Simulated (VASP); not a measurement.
Wanted: the native input for a VASP 6.6.1 run.

```yaml
Task: single point
Functional: r2SCAN0
Potentials_or_basis: VASP PAW PBE potentials, release 64 (Te)
Cutoff: 520 eV
k_mesh: 6 × 6 × 6
Occupations: fermi-dirac, width 0.1 eV
Spin: no spin polarisation
Dipole_correction: no
Exchange_at_q_=_0: truncated
Grid_for_exact_exchange_PRECFOCK: Normal
Further_INCAR_settings: ALGO = Normal; EDIFF = 1e-06; NBANDS = 9
```

Te:

```
Te
1.0
    -1.92462    1.92462    1.92462
     1.92462   -1.92462    1.92462
     1.92462    1.92462   -1.92462
Te
1
Direct
  0.00000 0.00000 0.00000
```

This isn't the form of Te at room conditions, which is trigonal, of chains.

These files were run (other wordings do the same):

POSCAR

```
Te
1.0
   -1.9246244317      1.9246244317      1.9246244317
    1.9246244317     -1.9246244317      1.9246244317
    1.9246244317      1.9246244317     -1.9246244317
Te
1
Direct
    0.0000000000      0.0000000000      0.0000000000
```

INCAR.step1

```
SYSTEM = Te
PREC = Accurate
ENCUT = 520
EDIFF = 1E-5
ISMEAR = -1
SIGMA = 0.1
LREAL = .False.
LASPH = .True.
NELM = 80
ALGO = Normal
ISIF = 2
LWAVE = .True.
NBANDS = 9
GGA = PE
```

INCAR.step2

```
SYSTEM = Te
PREC = Accurate
ENCUT = 520
EDIFF = 1E-6
ISMEAR = -1
SIGMA = 0.1
LREAL = .False.
LASPH = .True.
NELM = 80
ALGO = Normal
ISIF = 2
LWAVE = .False.
LCHARG = .True.
METAGGA = R2SCAN
LHFCALC = .True.
AEXX = 0.25
LMIXTAU = .True.
PRECFOCK = Normal
HFRCUT = -1
LELF = .True.
LVHAR = .True.
NBANDS = 9
ISTART = 1
```

KPOINTS

```
Automatic mesh
0
Gamma
  6 6 6
  0 0 0
```

Potentials or basis: VASP PAW PBE potentials, release 64 (Te).

The run is started by

```bash
$ cat potpaw_PBE.64/Te/POTCAR > POTCAR
$ cp INCAR.step1 INCAR
$ mpirun -np 1 vasp_std > vasp.out
$ cp INCAR.step2 INCAR
$ mpirun -np 1 vasp_std > vasp.out
```

It gave:

The pressure is -4.0 GPa and the band gap on the k mesh is none (metal or under the smearing width).

Caveat: the k mesh is coarse (spacing up to 0.38 Å⁻¹), so the values aren't converged, least of all with exact exchange; the PAW data sets were made with another functional, which shifts forces and pressure a little.

Run time: 5 min on 1 thread of AMD EPYC 9R45 96-Core Processor (Zen 5), on a shared host, peak memory 0.14 GiB.
